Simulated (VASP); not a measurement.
## VASP 6.6.1 run: Si

INCAR

```
EDIFF = 1E-7
NSW = 0
NELM = 92
ALGO = Normal
LASPH = .TRUE.
ENCUT = 520
LREAL = .FALSE.
IBRION = -1
METAGGA = R2SCAN
LCHARG = .FALSE.
ISMEAR = 1
PREC = Accurate
SIGMA = 0.1
NBANDS = 11
ISIF = 2
LWAVE = .FALSE.
```

KPOINTS

```
KPOINTS created by Atomic Simulation Environment
0
Gamma
6 6 6
0 0 0
```

POSCAR

```
Si
 1.0000000000000000
     0.0000000000000000    2.8037824625000001    2.8037824625000001
     2.8037824625000001    0.0000000000000000    2.8037824625000001
     2.8037824625000001    2.8037824625000001    0.0000000000000000
 Si
   2
Cartesian
  0.0000000000000000  0.0000000000000000  0.0000000000000000
  1.4018912312500000  1.4018912312500000  1.4018912312500000
```

The recommended PBE PAW datasets give the neutral cell 8 valence electrons.

Command

```
mpirun -np 1 vasp_std
```

Question: Predict the outcome of this run.

Answer: It converged. Results: gap between bands v and c on the k mesh 1.04 eV; least direct gap on the k mesh 2.70 eV; pressure -7.3 GPa. Band v is the last that the valence electrons fill when counted band by band, and c is the next.

OSZICAR

```
N       E                     dE             d eps       ncg     rms          rms(c)
DAV:   1    -0.138979891288E+01   -0.13898E+01   -0.31889E+03   352   0.577E+02
DAV:   2    -0.180751244918E+02   -0.16685E+02   -0.15980E+02   459   0.849E+01
DAV:   3    -0.186090416542E+02   -0.53392E+00   -0.53345E+00   462   0.126E+01
DAV:   4    -0.186129511260E+02   -0.39095E-02   -0.39091E-02   407   0.135E+00
DAV:   5    -0.186129880374E+02   -0.36911E-04   -0.36911E-04   458   0.121E-01    0.540E+00
DAV:   6    -0.174307914155E+02    0.11822E+01   -0.11352E-01   376   0.199E+00    0.365E+00
DAV:   7    -0.174354229350E+02   -0.46315E-02   -0.11571E-01   367   0.167E+00    0.265E-01
DAV:   8    -0.174348938185E+02    0.52912E-03   -0.42919E-03   403   0.367E-01    0.344E-01
DAV:   9    -0.174350147923E+02   -0.12097E-03   -0.32945E-04   396   0.143E-01    0.800E-02
DAV:  10    -0.174350418946E+02   -0.27102E-04   -0.14192E-05   403   0.291E-02    0.178E-02
DAV:  11    -0.174350432004E+02   -0.13058E-05   -0.16053E-06   439   0.777E-03    0.282E-03
DAV:  12    -0.174350434395E+02   -0.23915E-06   -0.97023E-08   304   0.179E-03    0.600E-04
DAV:  13    -0.174350432961E+02    0.14346E-06   -0.53018E-09   230   0.546E-04    0.221E-04
DAV:  14    -0.174350432399E+02    0.56116E-07   -0.99480E-10   236   0.229E-04
   1 F= -.17435043E+02 E0= -.17435070E+02  d E =0.805265E-04
```

These settings aren't sound, so the numbers aren't properties of the crystal.

On sound settings r²SCAN gives a gap of 0.95 eV on its mesh and a pressure of -7.3 GPa for the intended cell.
